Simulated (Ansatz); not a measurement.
# SnO2: the cost of one run

Computed with Ansatz 0.2.0 (DFT PBE, scalar-relativistic, plane waves, PAW, unless a step's input says otherwise).

### 1 The structure to begin with

It takes space group Pa-3 (No. 205, cubic). The conventional cell has a = 5.175 Å, b = 5.175 Å, c = 5.175 Å, α = 90.00°, β = 90.00°, γ = 90.00°. Around Sn (site symmetry -3) lie 6 O at 2.11 Å. O (site symmetry 3) has 3 Sn at 2.11 Å as nearest neighbours.

Structure file:

```
CELL_PARAMETERS angstrom
5.17526 0.00000 0.00000
0.00000 5.17526 0.00000
0.00000 0.00000 5.17526
ATOMIC_POSITIONS crystal
Sn 0.00000 0.50000 0.50000
Sn 0.50000 0.50000 0.00000
Sn 0.50000 0.00000 0.50000
Sn 0.00000 0.00000 0.00000
O 0.33890 0.16110 0.83890
O 0.16110 0.83890 0.33890
O 0.83890 0.33890 0.16110
O 0.66110 0.66110 0.66110
O 0.33890 0.33890 0.33890
O 0.16110 0.66110 0.83890
O 0.83890 0.16110 0.66110
O 0.66110 0.83890 0.16110
```

This is candidate A: structure listed in a database for this formula (Pa-3, No. 205).

(A quick probe on a coarse mesh, which set the mesh and smearing, is not shown.)

### 3 The relaxation (candidate A)

input.yaml reads:

```yaml
crystal:
  lattice:
    - [5.175256, 0.0, 0.0]
    - [0.0, 5.175256, 0.0]
    - [0.0, 0.0, 5.175256]
  atoms:
    - { symbol: Sn, position: [0.0, 0.5, 0.5] }
    - { symbol: Sn, position: [0.5, 0.5, 0.0] }
    - { symbol: Sn, position: [0.5, 0.0, 0.5] }
    - { symbol: Sn, position: [0.0, 0.0, 0.0] }
    - { symbol: O, position: [0.338902, 0.161098, 0.838902] }
    - { symbol: O, position: [0.161098, 0.838902, 0.338902] }
    - { symbol: O, position: [0.838902, 0.338902, 0.161098] }
    - { symbol: O, position: [0.661098, 0.661098, 0.661098] }
    - { symbol: O, position: [0.338902, 0.338902, 0.338902] }
    - { symbol: O, position: [0.161098, 0.661098, 0.838902] }
    - { symbol: O, position: [0.838902, 0.161098, 0.661098] }
    - { symbol: O, position: [0.661098, 0.838902, 0.161098] }
basis:
  ecutwfc: 420
kpoints:
  mp_grid: { grid: [8, 8, 8] }
hamiltonian:
  xc: pbe
scf:
  occupations: { method: gaussian, width: 0.02 }
output:
  forces: true
  stress: true
  eigenvalues: true
relax:
  adjacent_minimum: "off"
  f_tol: 0.01
  max_steps: 80
  cell: { stress_tol: 0.05 }
```

The run is started by

```bash
$ ansatz run input.yaml --threads 1 --pin off --max-ram 2560MiB --backend cpu --events-out ev --progress --plain --runs-dir out
```

**Question.** How long does this run take on 1 thread of Arm Neoverse V1, shared host, and how much memory does it need?

About 88 s, with a peak of 0.56 GiB.
